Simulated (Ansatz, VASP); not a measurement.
Sb in VASP and in Ansatz

```
Sb
1.0
     4.49731    0.00000    0.00000
     0.00000    4.39143    0.00000
    -1.31166    0.00000    6.32163
Sb
4
Direct
  0.33993 0.25000 0.68367
  0.93664 0.75000 0.76276
  0.06336 0.25000 0.23724
  0.66007 0.75000 0.31633
```

Change from the starting cell: volume scaled by 0.98.

Alike in both runs: task single point; functional LDA; k mesh 6 × 6 × 4; occupations fermi-dirac, width 0.05 eV; no spin polarisation.

|  | VASP | Ansatz |
| --- | --- | --- |
| version | VASP 6.6.1 | Ansatz 0.2.0 |
| potentials or method | VASP PAW LDA potentials, release 64 (Sb), cutoff 520 eV | all-electron LAPW, scalar-relativistic |

|  | VASP | Ansatz | Ansatz less VASP |
| --- | --- | --- | --- |
| gap on the k mesh at the Fermi level (eV) | none | none | - |
| pressure (GPa) | -2.3 | -2.5 | -0.19 |
| largest component of the traceless stress (GPa) | 0.53 | 0.49 | -0.040 |
| rms of the force components (eV/Å) | 0.059 | 0.073 | +0.0134 |

Atom by atom the forces differ by 0.035 eV/Å (rms over components). A gap of «none» marks a metal or a gap that the smearing closes. Ansatz ran all-electron here, so the differences hold the error of VASP's frozen core and of both bases.

Spin-orbit coupling is left out, which matters for the levels of Sb.
